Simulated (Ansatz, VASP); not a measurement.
# Two plane-wave programs on W

Contents of INCAR:

```
SYSTEM = W
ALGO = Normal
EDIFF = 1E-7
EDIFFG = -0.005
ENCUT = 600
GGA = CA
IBRION = 2
ISIF = 3
ISMEAR = 0
LASPH = .TRUE.
LCHARG = .FALSE.
LREAL = .FALSE.
LWAVE = .FALSE.
NELM = 80
NSW = 100
PREC = Accurate
SIGMA = 0.1
```

File KPOINTS:

```
k-points
0
G
  18 18 18
  0 0 0
```

The input POSCAR:

```
W
1.0
   -1.5687172924      1.5687172924      1.5687172924
    1.5687172924     -1.5687172924      1.5687172924
    1.5687172924      1.5687172924     -1.5687172924
W
1
Direct
    0.0000000000      0.0000000000      0.0000000000
```

Input for Ansatz:

```yaml
crystal:
  lattice:
    - [-1.5687172926, 1.5687172926, 1.5687172926]
    - [1.5687172926, -1.5687172926, 1.5687172926]
    - [1.5687172926, 1.5687172926, -1.5687172926]
  atoms:
    - { symbol: W, position: [0.0, 0.0, 0.0] }
basis:
  ecutwfc: 420
kpoints:
  mp_grid: { grid: [18, 18, 18] }
hamiltonian:
  xc: lda
scf:
  occupations: { method: gaussian, width: 0.1 }
output:
  forces: true
  stress: true
  eigenvalues: true
relax:
  adjacent_minimum: "off"
  f_tol: 0.005
  max_steps: 80
  cell: { stress_tol: 0.05 }
```

Alike in both runs: task relaxation of cell and atoms; functional LDA; k mesh 18 × 18 × 18; occupations gaussian, width 0.1 eV; no spin polarisation.

|  | VASP | Ansatz |
| --- | --- | --- |
| version | VASP 6.6.1 | Ansatz 0.2.0 |
| potentials or method | VASP PAW LDA potentials, release 64 (W_sv) | scalar-relativistic, plane waves, PAW |
| plane-wave cutoff (eV) | 600 | 420 |
| valence electrons in the cell | 14 | 14 |

|  | VASP | Ansatz | Ansatz less VASP |
| --- | --- | --- | --- |
| gap on the k mesh at the Fermi level, each at its own relaxed structure (eV) | none | none | - |
| relaxed volume (Å³/atom) | 15.51 | 15.42 | -0.092 |
| relaxed cell length with the largest relative difference (Å) | 2.721 | 2.716 | -0.0054 |

A gap of «none» marks a metal or a gap that the smearing closes.

The runs have no spin-orbit coupling, so splittings on W are missing.
